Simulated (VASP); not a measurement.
The system is Ca.

```
CELL_PARAMETERS angstrom
1.97128 -3.39549 0.00000
1.97128 3.39549 0.00000
0.00000 0.00000 6.50911
ATOMIC_POSITIONS crystal
Ca 0.16441 0.83559 0.75000
Ca 0.83559 0.16441 0.25000
```

This isn't the form of Ca at room conditions, which is fcc.

* Program: VASP 6.6.1
* Task: single point
* Functional: PBE
* Potentials or basis: VASP PAW PBE potentials, release 64 (Ca_sv)
* Cutoff: 520 eV
* k mesh: 8 × 8 × 4
* Occupations: fermi-dirac, width 0.05 eV
* Spin: no spin polarisation

On this cell: pressure -0.4 GPa; largest force 0.016 eV/Å; band gap on the k mesh none (metal or under the smearing width).

The same run follows on a disturbed copy (atoms moved at random, drawn with an rms of 0.05 Å):

```
Ca
1.0
     1.97128   -3.39549    0.00000
     1.97128    3.39549    0.00000
     0.00000    0.00000    6.50911
Ca
2
Cartesian
  1.9874 2.3313 4.8659
  1.9824 -2.2595 1.6529
```

Q: What changes?

A: The energy (extrapolated to zero smearing) moves by +1.0 meV/atom; pressure -0.4 GPa; largest force 0.067 eV/Å; band gap on the k mesh none (metal or under the smearing width).

Forces in eV/Å, atoms in the order of the input:
```
Ca  -0.002 -0.029  0.060
Ca   0.002  0.029 -0.060
```

Stress tensor (GPa, compression positive):
```
-0.60 -0.01  0.00
-0.01 -0.24 -0.01
 0.00 -0.01 -0.48
```
